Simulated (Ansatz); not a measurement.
# CdS (Hawleyite) (F-43m) in Ansatz: a series of runs

One crystal, CdS (Hawleyite), is run at these levels: RPBE+D3(BJ), revPBE, BLYP, PBE; tasks: relaxation of cell and atoms, single point.

All numbers are computed with Ansatz 0.2.0; they aren't measurements. Logs are shortened: lines on timing, memory, paths and dates and some standing lists are left out, and cuts for length are marked.

**1. Starting point**

It takes space group F-43m (No. 216, cubic). Conventional cell: a = 5.833 Å, b = 5.833 Å, c = 5.833 Å, α = 90.00°, β = 90.00°, γ = 90.00°. Cd (site symmetry -43m) is surrounded by 4 S at 2.53 Å. S (site symmetry -43m) is surrounded by 4 Cd at 2.53 Å.

**2. Relaxation of cell and atoms, RPBE+D3(BJ)**

The input, input.yaml:

```yaml
crystal:
  lattice:
    - [0.0, 2.9165, 2.9165]
    - [2.9165, 0.0, 2.9165]
    - [2.9165, 2.9165, 0.0]
  atoms:
    - { symbol: Cd, position: [0.0, 0.0, 0.0] }
    - { symbol: S, position: [0.75, 0.75, 0.75] }
hamiltonian:
  xc: rpbe
  pseudopotentials: { kind: paw }
  dispersion: d3bj
kpoints:
  mp_grid: { grid: [8, 8, 8] }
scf:
  occupations: { method: fermi_dirac, width: 0.05 }
output:
  forces: true
  stress: true
relax:
  f_tol: 0.01
  max_steps: 40
  cell: { stress_tol: 0.05 }
```

Potentials or basis: Ansatz PAW.

Command:

```console
$ ansatz run input.yaml --threads 2 --pin off --max-ram 5632MiB --backend cpu --events-out ev --progress --plain --runs-dir out
```

The log of the run:

```text
Warning: RAYON_NUM_THREADS=2 ignored (pool sized by the plan → 2); use --threads N
Engine: ansatz 0.2.0, x86_64-unknown-linux-gnu
Pseudopotentials: kind: paw
Pseudopotential: Cd, paw, valence charge 20, recommended cutoff 420 eV (normal), Cd.paw.azcp
Pseudopotential: S, paw, valence charge 6, recommended cutoff 420 eV (normal), S.paw.azcp
Functional definition: RPBE
  parameter kappa = 0.804
  parameter beta = 0.06672455060314922
  exchange = rpbe_x(kappa = kappa, mu = beta*pi^2/3)
  correlation = pbe_c(beta = beta)
Crystal: 2 atoms, lattice volume = 49.615 Å³
Basis set: ecut = 420 eV, 941 PW (Γ), exchange–correlation on 60×60×60 points (8 copies of the dense FFT grid, shifted against one another)
Bands: 17, of which v1, the nominal top of the filled ones, is band 13 counted from 1 (12 counted from 0)
Symmetry: 24 space group operations
Space group: F-43m (ITA 216), of the structure as read, at distance tolerance 3.7e-5 Å
k-points: 29 of 512 (time reversal used)
Non-local potential: Cd, projectors of the file, l = 0: 3, l = 1: 2, l = 2: 2, l = 3: 1
Non-local potential: S, projectors of the file, l = 0: 2, l = 1: 2, l = 2: 2
PAW form: soft (Blöchl's): semilocal exchange-correlation on the pseudo side does not see the compensation charge
PAW frozen core: Cd, regenerated for the run's functional, and the local potential with it (the file was generated under x = pbe(κ = 0.804, μ = 0.2195149727645171), c = pbe(β = 0.06672455060314922))
PAW frozen core: S, regenerated for the run's functional, and the local potential with it (the file was generated under x = pbe(κ = 0.804, μ = 0.2195149727645171), c = pbe(β = 0.06672455060314922))
PAW one-centre angular grid: Cd, 590 points (default); XC on 64 Gauss nodes
PAW one-centre angular grid: S, 110 points (default); XC on 64 Gauss nodes
Initial density: superposition of atomic densities (neutral atoms: chi_scale 0, normalization atom), corrected by the library's trained network
Initial wavefunctions: pseudopotential atomic-orbital guess
Functional: x = rpbe, c = pbe(β = 0.06672455060314922)
SCF iter   1: F=—  HF=-9171.860349 eV  |F-HF|=—  |Δ(HF+E_count)|=         —  Δρ=3.63e-3  dr2=5.70e-3  ethr=1.77e-3  ⟨swp⟩=5.3  Hψ=2402  notcnv=0
preconditioner: auto → none  [insulator: Δε(μ)=1.342 eV  Ē_g=12.517 eV  σ=0.050 eV  W_gap=1.00  n_scr=14 (ndim 8)  ℏωp=22.4 eV  f_vac=0.128  D(μ)=0.00/eV (n_scr^D=0)  ε∞_Penn≈4.2]
SCF iter   2: F=—  HF=-9171.859896 eV  |F-HF|=—  |Δ(HF+E_count)|=   4.53e-4  Δρ=1.18e-3  dr2=3.85e-4  ethr=2.19e-5  ⟨swp⟩=2.6  Hψ=1125  notcnv=0
SCF iter   3: F=—  HF=-9171.859952 eV  |F-HF|=—  |Δ(HF+E_count)|=   5.64e-5  Δρ=5.22e-4  dr2=8.87e-5  ethr=1.48e-6  ⟨swp⟩=2.6  Hψ=885  notcnv=0
SCF iter   4: F=—  HF=-9171.859985 eV  |F-HF|=—  |Δ(HF+E_count)|=   3.32e-5  Δρ=1.44e-4  dr2=1.58e-5  ethr=3.41e-7  ⟨swp⟩=2.1  Hψ=693  notcnv=0
SCF iter   5: F=—  HF=-9171.859984 eV  |F-HF|=—  |Δ(HF+E_count)|=   1.79e-6  Δρ=2.01e-5  dr2=1.41e-7  ethr=6.08e-8  ⟨swp⟩=2.0  Hψ=754  notcnv=0
SCF iter   6: F=-9171.859984 eV  HF=-9171.859984 eV  |F-HF|=8.46e-10  |Δ(HF+E_count)|=   4.26e-7  Δρ=5.57e-6  dr2=1.36e-8  ethr=3.85e-10  ⟨swp⟩=4.5  Hψ=1642  notcnv=0
SCF 1 converged in 6 iterations: F = -9171.859984 eV  dr2 = 1.36e-8
relax step   1: F+E_penalty+E_count = -9171.85998397 eV  Δ(F+E_penalty+E_count) = +0.000e0 eV  max|allowed force component| = 1.480e-16 eV/Å  Δτ_max = 0.0000 Å  P = -3.728 GPa  Ω = 49.615 Å³  (6 SCF iters, dr2 threshold 1.00e-7 eV, accepted)
Crystal: 2 atoms, lattice volume = 46.713 Å³
Initial density: handed on by an earlier stage of this run
Initial wavefunctions: those handed on with the density
iter 1 solved again at ethr=6.60e-6 eV; its pass at ethr=3.10e-3 eV (dr2=1.72e-3 eV) is discarded
SCF iter   1: F=—  HF=-9171.897464 eV  |F-HF|=—  |Δ(HF+E_count)|=         —  Δρ=1.74e-3  dr2=1.82e-3  ethr=6.60e-6  ⟨swp⟩=1.1  Hψ=3019  notcnv=0
preconditioner: auto → none  [insulator: Δε(μ)=1.454 eV  Ē_g=12.739 eV  σ=0.050 eV  W_gap=1.00  n_scr=14 (ndim 8)  ℏωp=23.1 eV  f_vac=0.116  D(μ)=0.00/eV (n_scr^D=0)  ε∞_Penn≈4.3]
SCF iter   2: F=—  HF=-9171.897264 eV  |F-HF|=—  |Δ(HF+E_count)|=   2.01e-4  Δρ=6.38e-4  dr2=2.05e-4  ethr=6.60e-6  ⟨swp⟩=2.0  Hψ=754  notcnv=0
SCF iter   3: F=—  HF=-9171.897326 eV  |F-HF|=—  |Δ(HF+E_count)|=   6.22e-5  Δρ=3.67e-4  dr2=5.28e-5  ethr=7.87e-7  ⟨swp⟩=2.0  Hψ=679  notcnv=0
SCF iter   4: F=—  HF=-9171.897351 eV  |F-HF|=—  |Δ(HF+E_count)|=   2.49e-5  Δρ=9.96e-5  dr2=3.67e-6  ethr=2.03e-7  ⟨swp⟩=2.0  Hψ=754  notcnv=0
SCF iter   5: F=—  HF=-9171.897352 eV  |F-HF|=—  |Δ(HF+E_count)|=   1.68e-6  Δρ=2.78e-5  dr2=2.52e-7  ethr=1.41e-8  ⟨swp⟩=2.0  Hψ=832  notcnv=0
SCF iter   6: F=-9171.897353 eV  HF=-9171.897353 eV  |F-HF|=1.40e-8  |Δ(HF+E_count)|=   9.79e-7  Δρ=2.30e-6  dr2=2.27e-9  ethr=7.69e-10  ⟨swp⟩=4.1  Hψ=1626  notcnv=0
SCF 2 converged in 6 iterations: F = -9171.897353 eV  dr2 = 2.27e-9
relax step   2: F+E_penalty+E_count = -9171.89735344 eV  Δ(F+E_penalty+E_count) = -3.737e-2 eV  max|allowed force component| = 5.320e-17 eV/Å  Δτ_max = 0.0000 Å  P = -0.110 GPa  Ω = 46.713 Å³  energy of the carried Pulay correction = +7.735e-4 eV  (6 SCF iters, dr2 threshold 2.00e-7 eV, accepted)
Crystal: 2 atoms, lattice volume = 46.630 Å³
iter 1 solved again at ethr=1.16e-8 eV; its pass at ethr=3.10e-3 eV (dr2=3.01e-6 eV) is discarded
SCF iter   1: F=—  HF=-9171.897411 eV  |F-HF|=—  |Δ(HF+E_count)|=         —  Δρ=5.54e-5  dr2=1.93e-6  ethr=1.16e-8  ⟨swp⟩=2.0  Hψ=2865  notcnv=0
preconditioner: auto → none  [insulator: Δε(μ)=1.458 eV  Ē_g=12.757 eV  σ=0.050 eV  W_gap=1.00  n_scr=14 (ndim 8)  ℏωp=23.1 eV  f_vac=0.121  D(μ)=0.00/eV (n_scr^D=0)  ε∞_Penn≈4.3]
SCF iter   2: F=—  HF=-9171.897402 eV  |F-HF|=—  |Δ(HF+E_count)|=   9.14e-6  Δρ=1.94e-5  dr2=2.19e-7  ethr=7.44e-9  ⟨swp⟩=2.0  Hψ=754  notcnv=0
SCF iter   3: F=—  HF=-9171.897402 eV  |F-HF|=—  |Δ(HF+E_count)|=   9.47e-8  Δρ=1.20e-5  dr2=5.92e-8  ethr=1.16e-10  ⟨swp⟩=4.2  Hψ=1631  notcnv=0
SCF iter   4: F=-9171.897402 eV  HF=-9171.897402 eV  |F-HF|=2.09e-9  |Δ(HF+E_count)|=   6.17e-8  Δρ=3.08e-6  dr2=3.96e-9  ethr=1.16e-10  ⟨swp⟩=4.0  Hψ=1624  notcnv=0
SCF 3 converged in 4 iterations: F = -9171.897402 eV  dr2 = 3.96e-9
relax step   3: F+E_penalty+E_count = -9171.89740211 eV  Δ(F+E_penalty+E_count) = -4.867e-5 eV  max|allowed force component| = 2.082e-17 eV/Å  Δτ_max = 0.0000 Å  P = +0.012 GPa  Ω = 46.630 Å³  energy of the carried Pulay correction = +7.968e-4 eV  (4 SCF iters, dr2 threshold 3.02e-8 eV, accepted)
Initial wavefunctions: pseudopotential atomic-orbital guess (no wavefunctions were taken with the density)
iter 1 solved again at ethr=1.28e-7 eV; its pass at ethr=3.10e-3 eV (dr2=3.33e-5 eV) is discarded
SCF iter   1: F=—  HF=-9171.896573 eV  |F-HF|=—  |Δ(HF+E_count)|=         —  Δρ=1.46e-4  dr2=1.69e-6  ethr=1.28e-7  ⟨swp⟩=3.0  Hψ=3787  notcnv=0
SCF iter   2: F=—  HF=-9171.896575 eV  |F-HF|=—  |Δ(HF+E_count)|=   2.98e-6  Δρ=6.48e-5  dr2=4.75e-7  ethr=6.51e-9  ⟨swp⟩=2.3  Hψ=783  notcnv=0
SCF iter   3: F=—  HF=-9171.896576 eV  |F-HF|=—  |Δ(HF+E_count)|=   5.24e-7  Δρ=2.48e-5  dr2=1.11e-7  ethr=1.83e-9  ⟨swp⟩=2.0  Hψ=726  notcnv=0
SCF iter   4: F=—  HF=-9171.896576 eV  |F-HF|=—  |Δ(HF+E_count)|=   2.59e-8  Δρ=4.14e-6  dr2=3.17e-9  ethr=4.25e-10  ⟨swp⟩=2.0  Hψ=841  notcnv=0
SCF iter   5: F=—  HF=-9171.896576 eV  |F-HF|=—  |Δ(HF+E_count)|=   2.90e-9  Δρ=1.48e-6  dr2=2.54e-10  ethr=1.22e-11  ⟨swp⟩=2.3  Hψ=790  notcnv=0
SCF iter   6: F=-9171.896576 eV  HF=-9171.896576 eV  |F-HF|=1.27e-11  |Δ(HF+E_count)|=  7.02e-10  Δρ=1.49e-7  dr2=3.03e-12  ethr=1.00e-12  ⟨swp⟩=4.0  Hψ=2330  notcnv=0
SCF 4 converged in 6 iterations: F = -9171.896576 eV  dr2 = 3.03e-12
relax step   4: F+E_penalty+E_count = -9171.89657605 eV  Δ(F+E_penalty+E_count) = +8.261e-4 eV  max|allowed force component| = 6.939e-18 eV/Å  Δτ_max = 0.0000 Å  P = +0.013 GPa  Ω = 46.630 Å³  stress off target by 1.26e-2 GPa  SCF on the basis re-selected at this cell (its energy is not comparable with the rows above)  (6 SCF iters)
basis re-selected at this cell: Δ(F+E_penalty+E_count) = +8.261e-4 eV, ΔP = +0.000 GPa vs the last step (what re-selecting the basis moved, of the pressure what is left beyond the Pulay correction that the steps carried, after the strain that the cell walked since its last selection, with what the two solves' SCF thresholds leave and, on support functions, any second-order correction that the steps lacked; it is no measure of the basis error at this ecutwfc). This SCF's stress stands 1.26e-2 GPa from its target on what of the cell is left free (relax.cell.stress_tol is 5.00e-2 GPa) and its largest allowed force component is 6.94e-18 eV/Å (relax.f_tol is 1.00e-2 eV/Å): within both
SCF converged after 6 iterations
Free energy (F): -9171.896576 eV
Harris-Foulkes:  -9171.896576 eV  (|F-HF|=1.27e-11)
Internal energy: -9171.896576 eV  (E = F + TS)
E sigma→0 (E₀):  -9171.896576 eV
Fermi energy:    8.704556 eV
--- Per-component energies (eV) ---
  E_band       = -484.449407
  E_kinetic    = 613.851740
  E_local      = -3919.210708  (includes V_loc(G=0)·N_el)
  E_nonlocal   = 60.629012
  E_hartree    = 1807.450682
  E_xc         = -275.420203
  E_vxc        = -310.358915  (∫ρ·V_xc dr)
  E_paw        = -4695.033623  (= ΣΔE_a)
  E_vpaw       = -544.261880  (= ΣTr[D̂ρ^β])
  E_aug_tail   = 0.000016  (compensation charges beyond the density's cutoff)
  E_ewald      = -2761.513625
  E_disp       = -2.501119  (pairwise vdW)
  E_core_change = -0.148748  (= ΣΔE_core)
  E_smearing   = -0.000000  (= −TS)
  E_closure    = 0.000000  (closes the sum)
  Σ components = -9171.896576   (vs F -9171.896576, Δ=0.00e0)
--- Forces (eV/Å), atoms counted from 1 ---
  atom   1  Cd     0.00000000    -0.00000000     0.00000000
  atom   2  S      0.00000000    -0.00000000    -0.00000000
  max |Σ_I F_I| component: 2.31e-17 eV/Å
--- Stress (GPa, compression-positive) ---
        0.012634      -0.000000      -0.000000
       -0.000000       0.012634       0.000000
       -0.000000       0.000000       0.012634
  P = ⅓ Tr σ = 0.0126 GPa (0.126 kbar)
--- Relaxed structure (3 steps of the walk, 3 accepted, 1 SCFs on fresh bases) ---
  F+E_penalty+E_count = -9171.89657605 eV   max|allowed force component| = 6.939e-18 eV/Å   (the final SCF, on the basis selected at the relaxed cell)
  cell:  # Å, volume = 46.6302 Å³
    - [-4.0762976263164714e-33, 2.8567948711899227, 2.8567948711899227]
    - [2.8567948711899227, 6.34373818095501e-33, 2.8567948711899227]
    - [2.8567948711899227, 2.8567948711899227, 2.624116596941228e-33]
  atoms:
    - { symbol: Cd, position: [1.4995597172567615e-34, -5.1315208673098375e-34, -6.3696894411915675e-34] }
    - { symbol: S, position: [0.75, 0.75, 0.75] }
```

Run time: 10 s. Hardware: 2 threads of Intel Xeon at 2.50GHz (Skylake/Cascade Lake), shared host; peak memory 0.36 GiB.

Results:

```yaml
Free_energy: -9171.8966 eV
Relaxed_volume: 23.32 Å³/atom
Relaxed_cell: a = 4.040 Å, b = 4.040 Å, c = 4.040 Å, α = 60.00°, β = 60.00°, γ = 60.00°
Space_group_after_relaxing_to_0.05_Å: F-43m (No. 216)
Energy_gained_by_relaxing: 18.3 meV/atom
Ionic_steps: 4
Pressure_after_relaxing: 0.0 GPa
Band_gap_on_the_k_mesh: 1.46 eV
```

Step by step:
| step | energy change (eV) | largest force (eV/Å) | volume (Å³) |
| --- | --- | --- | --- |
| 1 | 0.0000 | 0.0000 | 49.62 |
| 2 | -0.0374 | 0.0000 | 46.71 |
| 3 | -0.0374 | 0.0000 | 46.63 |
| 4 | -0.0366 | 0.0000 | 46.63 |

Final structure:
```
CELL_PARAMETERS angstrom
0.00000 2.85679 2.85679
2.85679 0.00000 2.85679
2.85679 2.85679 0.00000
ATOMIC_POSITIONS crystal
Cd 0.00000 0.00000 0.00000
S 0.75000 0.75000 0.75000
```

Caveat: the plane-wave basis is chosen anew once the cell has moved, so the energies of steps on either side of that aren't comparable; the PAW data sets come from PBE, with cores solved anew for the run's functional, which leaves a small shift of forces and pressure.

**3. Relaxation of cell and atoms, revPBE**

input.yaml, as its differences from that of step 2:

```diff
@@ -9,5 +9,4 @@
 hamiltonian:
-  xc: rpbe
+  xc: revpbe
   pseudopotentials: { kind: paw }
-  dispersion: d3bj
 kpoints:
```

Potentials or basis: Ansatz PAW.

Command:

```console
$ ansatz run input.yaml --threads 2 --pin off --max-ram 5632MiB --backend cpu --events-out ev --progress --plain --runs-dir out
```

It took 9.3 s on 2 threads of Intel Xeon at 2.50GHz (Skylake/Cascade Lake), shared host; peak memory 0.36 GiB.

The run converged. Its results:

```yaml
Free_energy: -9166.2249 eV
Relaxed_volume: 26.78 Å³/atom
Relaxed_cell: a = 4.231 Å, b = 4.231 Å, c = 4.231 Å, α = 60.00°, β = 60.00°, γ = 60.00°
Space_group_after_relaxing_to_0.05_Å: F-43m (No. 216)
Energy_gained_by_relaxing: 26.0 meV/atom
Ionic_steps: 4
Pressure_after_relaxing: 0.0 GPa
Band_gap_on_the_k_mesh: 1.12 eV
```

Step by step:
```
step  energy change (eV)  largest force (eV/Å)  volume (Å³)
   1              0.0000                0.0000        49.62
   2             -0.0509                0.0000        53.26
   3             -0.0512                0.0000        53.57
   4             -0.0520                0.0000        53.57
```

Final structure:
```xyz
2
Lattice="0.0000 2.9920 2.9920 2.9920 0.0000 2.9920 2.9920 2.9920 0.0000" Properties=species:S:1:pos:R:3 pbc="T T T"
Cd    0.0000    0.0000    0.0000
S     4.4880    4.4880    4.4880
```

Caveat: the plane-wave basis is chosen anew once the cell has moved, so the energies of steps on either side of that aren't comparable; the PAW data sets come from PBE, with cores solved anew for the run's functional, which leaves a small shift of forces and pressure. revPBE gives volumes clearly too large for solids.

(Continued in part 2 of 2.)
